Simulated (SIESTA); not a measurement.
Runs of SIESTA 5.4.2 on AlN. It takes space group F-43m (No. 216, cubic). The conventional cell has a = 4.368 Å, b = 4.368 Å, c = 4.368 Å, α = 90.00°, β = 90.00°, γ = 90.00°. Around Al (site symmetry -43m) lie 4 N at 1.89 Å. N (site symmetry -43m) is surrounded by 4 Al at 1.89 Å. Measurements of this composition are mostly on another form, of space group No. 186.

```csv
task,level,potentials or basis,cell,k mesh,wannier functions,bands left out below,projections,wannier mesh,gap on the mesh (eV),pressure (GPa)
band structure,PBEsol,"PseudoDojo 0.4 standard (PBEsol files), DZP (energy shift 0.003 Ry)",as given,10 × 10 × 10,-,-,-,-,3.14,3.1
single point,PBEsol,"PseudoDojo 0.4 standard (PBEsol files), DZP (energy shift 0.003 Ry)",as given,10 × 10 × 10,-,-,-,-,3.14,3.1
Wannier functions,PBE,"PseudoDojo 0.4 standard (PBE files), TZP (energy shift 0.003 Ry)",cell strained at random at fixed volume,8 × 8 × 8,3,1,["N:p"],6 × 6 × 6,3.11,5.8
band structure,LDA,"PseudoDojo 0.4 standard (LDA files), DZP (energy shift 0.003 Ry)",as given,10 × 10 × 10,-,-,-,-,(a),-2.7
```

Alike in all rows: no spin polarisation; smearing fermi-dirac 0.05 eV; grid cutoff 800 Ry; energy shift 0.003 Ry.

Problem. Fill in the values left out.

Solution. (a) 3.22.

Caveats: the basis of atomic orbitals isn't converged, which shifts pressures, moduli and gaps.

A k mesh can miss the band edges.
